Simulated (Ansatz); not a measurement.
**BN (F-43m)**

All numbers below come from DFT PBE, scalar-relativistic, plane waves, PAW in Ansatz 0.2.0.

Plane waves to 420 eV, a k mesh through Γ of 12×12×12 on the computed 2-atom cell and Gaussian smearing (0.02 eV); no spin polarisation.

The structure is relaxed at this level of theory with its symmetry kept.

Symmetry: F-43m, No. 216, cubic system. Conventional cell: a = 3.625 Å, b = 3.625 Å, c = 3.625 Å, α = 90.00°, β = 90.00°, γ = 90.00°. B (site symmetry -43m) has 4 N at 1.57 Å as nearest neighbours. N (site symmetry -43m) has 4 B at 1.57 Å as nearest neighbours.

```json
{
 "Volume per atom": "40.2 bohr³",
 "Formation energy from the elements' standard states (uncorrected)": "-1.174 eV/atom",
 "Kohn–Sham band gap": "4.46 eV, indirect from Γ to X",
 "Löwdin character of the top 1 eV of the valence band": "N 2p 84 %, B 2p 15 %",
 "Löwdin character of the lowest 1 eV of the conduction band": "B 2p 56 %, N 2s 31 %, unprojected 10 %",
 "Electron masses at the edge by Cartesian direction of the standard setting (m_e; degenerate bands sorted by energy; no spin-orbit coupling)": "x: 0.91; y: 0.30; z: 0.30",
 "Hole masses at the edge by Cartesian direction of the standard setting (m_e; degenerate bands sorted by energy; no spin-orbit coupling)": "x: 0.53, 0.53, 0.50; y: 0.53, 0.53, 0.50; z: 0.53, 0.53, 0.50",
 "Bulk modulus": "371 GPa",
 "Its pressure derivative": "3.7",
 "Electronic dielectric constant xx, yy, zz of the standard setting (independent particles)": "4.7, 4.7, 4.7",
 "Bader charges (e)": "B (1 in the cell) 2.16, N (1 in the cell) -2.16"
}
```